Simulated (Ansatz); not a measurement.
## One structure type (Fm-3m), one member withheld

Theory: Ansatz 0.2.0, DFT, LDA, all-electron LAPW, scalar-relativistic.

All cells have space group Fm-3m and are held fixed (conventional cell and sites). Prototypes and MP cells are computed structures that needn't be known or stable phases of these compounds. Gaps are the smallest over the k mesh and a high-symmetry path; Bader charges come from PAW runs of the same cells. Semilocal functionals give too small gaps and can close them; gaps under 0.4 eV may also close off the mesh.

Spin–orbit coupling is left out, though it moves levels of the heavy atoms by tenths of an eV or more.

PbF2: a = 5.94 Å, b = 5.94 Å, c = 5.94 Å; Pb 4a (0.000 0.000 0.000), F 8c (0.250 0.750 0.750); 7×7×7 mesh, smearing 0.03 eV, COD 9014557, reported
CdF2: a = 5.39 Å, b = 5.39 Å, c = 5.39 Å; Cd 4a (0.000 0.000 0.000), F 8c (0.250 0.750 0.750); 8×8×8 mesh, smearing 0.02 eV, COD 9009006, reported
CaF2: a = 5.46 Å, b = 5.46 Å, c = 5.46 Å; Ca 4a (0.000 0.000 0.000), F 8c (0.250 0.750 0.750); 10×10×10 mesh, smearing 0.03 eV, COD 5000222, reported

```csv
compound,P (GPa),gap (eV),Bader charges (e)
CdF2,-5.7,2.80,"Cd +1.44, F -0.72"
CaF2,-6.5,6.91,"Ca +1.65, F -0.82"
```

(1) Predict the row of PbF2 (no spin polarisation).

Results:

(1) P (GPa): -4.9, gap (eV): 4.25, Bader charges (e): Pb +1.55, F -0.78.
